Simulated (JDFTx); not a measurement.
MgO:

```
Mg O
1.0
     0.00000    2.09700    2.09700
     2.09700    0.00000    2.09700
     2.09700    2.09700    0.00000
Mg O
1 1
Direct
  0.00000 0.00000 0.00000
  0.50000 0.50000 0.50000
```

The cell is a database's computed one.

| Property | Result |
| --- | --- |
| Program | JDFTx 1.7.0 (patched build) |
| Task | single point |
| Functional | PBE |
| Potentials or basis | PseudoDojo-SR-PBE-0.5-standard with smoothed tails |
| Cutoff | 1143 eV |
| Density cutoff | 9143 eV |
| k mesh | 11 × 11 × 11 |
| Occupations | fermi-dirac, width 0.05 eV |
| Spin | no spin polarisation |

On this cell: pressure 6.7 GPa; largest force zero by symmetry; band gap on the k mesh 4.89 eV, direct.

The same run follows on a disturbed copy (atoms moved at random, drawn with an rms of 0.05 Å):

```xyz
2
Lattice="0.0000 2.0970 2.0970 2.0970 0.0000 2.0970 2.0970 2.0970 0.0000" Properties=species:S:1:pos:R:3 pbc="T T T"
Mg    0.0098   -0.0677    0.0085
O     2.1051    2.1162    2.0954
```

Problem. What does the disturbed cell give?

Solution. The energy moves by +11.4 meV/atom; pressure 7.5 GPa; largest force 0.535 eV/Å; band gap on the k mesh 4.89 eV, direct.

Forces in eV/Å, atoms in the order of the input:
```
Mg  -0.010  0.532 -0.057
O    0.009 -0.532  0.057
```

Stress tensor (GPa, compression positive):
```
6.53 0.01 0.00
0.01 9.42 0.06
0.00 0.06 6.56
```

